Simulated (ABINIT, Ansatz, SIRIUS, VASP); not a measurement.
**SnO2: programs and potentials compared**

```
Sn O
1.0
     3.02327    0.00000    0.00000
     0.00000    4.96468    0.00000
     0.00000    0.00000    5.97696
Sn O
1 2
Direct
  0.50747 0.49917 0.99913
  0.99561 0.50886 0.76744
  0.98697 0.49473 0.22598
```

The cell comes from a database or a generator and needn't be the stable form of this composition.

Atoms were shifted at random by some hundredths of an Å from the given cell, which wasn't relaxed again for these runs.

Alike in all runs: task single point; functional PBE; k mesh 9 × 6 × 5; occupations fermi-dirac, width 0.05 eV; no spin polarisation; no spin-orbit coupling. Pressure is positive in compression and, in plane waves, holds the error of the finite cutoff.

| program and potentials | plane-wave cutoff (eV) | notes | pressure (GPa) | largest force (eV/Å) |
| --- | --- | --- | --- | --- |
| ABINIT, JTH PAW PBE v2.0 | 626 | - | -1.05 | 1.052 |
| SIRIUS, PseudoDojo 0.4.1 PBE standard (scalar relativistic) | 1152 | - | -0.30 | 1.136 |
| Ansatz, all-electron LAPW, scalar-relativistic | - | - | -0.79 | 1.087 |
| VASP, PBE PAW files O, Sn_d, 520 eV | 520 | - | -0.52 | 1.114 |

Force on atom 1 (Sn), eV/Å:

```tsv
program and potentials	x	y	z
ABINIT, JTH PAW PBE v2.0	-0.942	0.076	-0.462
SIRIUS, PseudoDojo 0.4.1 PBE standard (scalar relativistic)	-1.028	0.072	-0.478
Ansatz, all-electron LAPW, scalar-relativistic	-0.980	0.075	-0.466
VASP, PBE PAW files O, Sn_d, 520 eV	-1.009	0.074	-0.467
```

The pressure spans -1.05 (ABINIT, JTH PAW PBE v2.0) to -0.30 GPa (SIRIUS, PseudoDojo 0.4.1 PBE standard (scalar relativistic)), with all-electron results at -0.79.

Differences between rows come from potentials, basis sets and numerical settings, since the functional is the same but for its coding. Runs on potential files found faulty are left out.
